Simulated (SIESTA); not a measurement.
CuCl2:

```
Cu Cl
1.0
     7.56486    0.00000    0.00000
     4.87643    5.78338    0.00000
    -6.22064   -2.89169    3.18885
Cu Cl
1 2
Direct
  0.00000 0.00000 0.00000
  0.00000 0.50000 0.50000
  0.50000 0.00000 0.50000
```

Measurements of this composition are mostly on another form, of space group No. 12.

Base run:

```yaml
Program: SIESTA 5.4.2
Functional: LDA
Potentials_or_basis: PseudoDojo 0.4 standard (LDA files)
Basis: DZP (energy shift 0.003 Ry; two zetas on semicore shells)
Grid_cutoff: 800 Ry
Energy_shift: 0.003 Ry
k_mesh: 8 × 8 × 8
Occupations: fermi-dirac, width 0.05 eV
Spin: no spin polarisation
```

Its results: band gap on the k mesh none (metal or under the smearing width); pressure -1.3 GPa.

**Question.** The run is repeated on the same cell with these changes: functional from LDA to PBEsol; potentials or basis from PseudoDojo 0.4 standard (LDA files) to PseudoDojo 0.4 standard (PBEsol files). What comes out?

**Answer.** Band gap on the k mesh none (metal or under the smearing width); pressure -0.3 GPa.

Caveats: short orbitals over semicore shells can move pressures by several GPa; the basis of atomic orbitals isn't converged, which shifts pressures, moduli and gaps; an odd number of electrons without spin polarisation forces a metal; a magnetic or distorted state may lie lower; the run has no spin polarisation, though such a crystal can be magnetic; semilocal functionals often make such compounds metallic where correlation or magnetic order opens a gap, which also shifts bond lengths.
